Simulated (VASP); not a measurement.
# FeNi₃: intraband terms of a metal's spectrum

FeNi₃, Pm-3m (no. 221), 4 atoms in the cell. PBE, independent-particle dielectric function; PAW potentials Ni, Fe (PBE set).

## Input

INCAR.step1:
```
  PREC = Accurate
  ENCUT = 320
  ISMEAR = 1
  SIGMA = 0.1
  EDIFF = 1E-7
  LASPH = T
  KPAR = 4
  LWAVE = F
  LCHARG = T
  ISPIN = 2
  MAGMOM = 1 1 1 3
  LMAXMIX = 4
```

INCAR.step2:
```
  PREC = Accurate
  ENCUT = 320
  ISMEAR = 0
  SIGMA = 0.3
  EDIFF = 1E-6
  LASPH = T
  KPAR = 4
  LWAVE = T
  LCHARG = F
  ISPIN = 2
  MAGMOM = 1 1 1 3
  LMAXMIX = 4
  ICHARG = 11
  NBANDS = 45
  NEDOS = 3000
  OMEGAMAX = 30
  CSHIFT = 0.1
```

INCAR.step3, as INCAR.step2 but for:
```
- LWAVE = T
+ LWAVE = F
+ LOPTICS = T
+ ALGO = None
+ NELM = 1
+ ISTART = 1
```

INCAR.step4, as INCAR.step3 but for:
```
+ WPLASMAI = 0.03
```

INCAR.step5 to INCAR.step6 change the same tag again: WPLASMAI = 0.1, 0.3.

INCAR.step7, as INCAR.step6 but for:
```
- WPLASMAI = 0.3
+ RTIME = 1
```

INCAR.step8, as INCAR.step7 but for:
```
- RTIME = 1
+ RTIME = 20
```

INCAR.step9, as INCAR.step8 but for:
```
- RTIME = 20
+ LNABLA = T
```

INCAR.step10, as INCAR.step9 but for:
```
- ISMEAR = 0
- LNABLA = T
+ ISMEAR = -5
```

KPOINTS.step1:
```
k-points
0
Gamma
  8 8 8
```

KPOINTS.step2:
```
k-points
0
Gamma
  9 9 9
```

POSCAR:
```
FeNi3
1.0
    3.5450000000      0.0000000000      0.0000000000
    0.0000000000      3.5450000000      0.0000000000
    0.0000000000      0.0000000000      3.5450000000
Ni Fe
3 1
Direct
    0.5000000000      0.5000000000      0.0000000000
    0.5000000000      0.0000000000      0.5000000000
    0.0000000000      0.5000000000      0.5000000000
    0.0000000000      0.0000000000      0.0000000000
```

Commands (each step's output is kept before the next begins):
```
cat potpaw_PBE.64/Ni/POTCAR potpaw_PBE.64/Fe/POTCAR > POTCAR
cp INCAR.step1 INCAR
cp KPOINTS.step1 KPOINTS
mpirun -np 4 vasp_std > vasp.out
cp INCAR.step2 INCAR
cp KPOINTS.step2 KPOINTS
mpirun -np 4 vasp_std > vasp.out
cp INCAR.step3 INCAR
mpirun -np 4 vasp_std > vasp.out
cp INCAR.step4 INCAR
mpirun -np 4 vasp_std > vasp.out
cp INCAR.step5 INCAR
mpirun -np 4 vasp_std > vasp.out
cp INCAR.step6 INCAR
mpirun -np 4 vasp_std > vasp.out
cp INCAR.step7 INCAR
mpirun -np 4 vasp_std > vasp.out
cp INCAR.step8 INCAR
mpirun -np 4 vasp_std > vasp.out
cp INCAR.step9 INCAR
mpirun -np 4 vasp_std > vasp.out
cp INCAR.step10 INCAR
mpirun -np 4 vasp_std > vasp.out
```

## Result

- Bands: 45

One ground state, settings moved in the last step alone:

| Settings | Plasma frequency (eV) | Im ε at 0.5 eV | Im ε at 1 eV | Im ε at 2 eV | Im ε at 4 eV | Time (s) |
|---|---|---|---|---|---|---|
| interband part alone | 6.01 | 42.9 | 47.1 | 25.4 | 6.7 | 15 |
| Drude term, WPLASMAI 0.03 | 6.01 | 51.6 | 48.2 | 25.5 | 6.7 | 13 |
| Drude term, WPLASMAI 0.1 | 6.01 | 70.7 | 50.7 | 25.9 | 6.8 | 13 |
| Drude term, WPLASMAI 0.3 | 6.01 | 106.7 | 57.1 | 26.7 | 6.9 | 12 |
| relaxation time RTIME 1 fs | 6.01 | 112.6 | 63.7 | 28.1 | 7.1 | 12 |
| relaxation time RTIME 20 fs | 6.01 | 52.4 | 48.3 | 25.6 | 6.7 | 12 |
| transversal form (LNABLA) | 5.58 | 11.3 | 12.8 | 9.3 | 5.0 | 13 |
| tetrahedron method | – | – | – | – | – | no result |

VASP 6.6.1 took 130 s on 4 cores (AMD EPYC 7R43 (Zen 3)), a shared host.
